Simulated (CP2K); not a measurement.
Runs of CP2K 2026.2 on Ti. It takes space group P6/mmm (No. 191, hexagonal). Conventional cell: a = 4.567 Å, b = 4.567 Å, c = 2.826 Å, α = 90.00°, β = 90.00°, γ = 120.00°. Ti (site symmetry -6m2) has 11 Ti at 2.64 to 2.99 Å as nearest neighbours. Ti (site symmetry 6/mmm) is surrounded by 14 Ti at 2.83 to 2.99 Å. This isn't the form of Ti at room conditions, which is hcp.

```tsv
potentials or basis	quickstep method	MIXING ALPHA	basis sets	potentials	ADDED_MOS	gap on the mesh (eV)	pressure (GPa)
GTH_POTENTIALS Ti GTH-PBE-q12; TZVP-MOLOPT-SR-GTH basis	GPW	0.4	Ti TZVP-MOLOPT-SR-GTH-q12	Ti GTH-PBE-q12 of GTH_POTENTIALS	[21]	none	(a)
GTH_POTENTIALS Ti GTH-PBE-q12; SZV-MOLOPT-SR-GTH basis	GPW	0.4	Ti SZV-MOLOPT-SR-GTH-q12	Ti GTH-PBE-q12 of GTH_POTENTIALS	[12]	none	-7.9
all electrons (GAPW); pob-TZVP-rev2 basis	GAPW	0.2	Ti pob-TZVP-rev2	Ti ALL	[21]	none	-43.1
POTENTIAL_UZH Ti GTH-PBE-q12; TZVP-MOLOPT-PBE-GTH basis	GPW	0.4	Ti TZVP-MOLOPT-PBE-GTH-q12	Ti GTH-PBE-q12 of POTENTIAL_UZH	[21]	none	0.9
POTENTIAL_UZH Ti GTH-PBE-q12; DZVP-MOLOPT-PBE-GTH basis	GPW	0.4	Ti DZVP-MOLOPT-PBE-GTH-q12	Ti GTH-PBE-q12 of POTENTIAL_UZH	[21]	none	0.9
```

Alike in all rows: task single point; level PBE; no spin polarisation; cell as given; k mesh 7 × 7 × 9; smearing fermi-dirac 0.05 eV.

Task: Fill in the values left out.

Result: (a) 1.1.

Caveats: the basis of atomic orbitals isn't converged, which shifts pressures, moduli and gaps; a minimal basis gives rough bond lengths, pressures and levels (some runs); all-electron without relativistic terms, which shifts volumes and levels from the 3d row on (some runs); a pressure of tens of GPa on the cell as given is suspect, and the run, the potentials or the cell itself is likely at fault (some runs).

A gap of «none» marks a metal or a gap under the smearing width.

The runs don't all hold the same shells in valence.
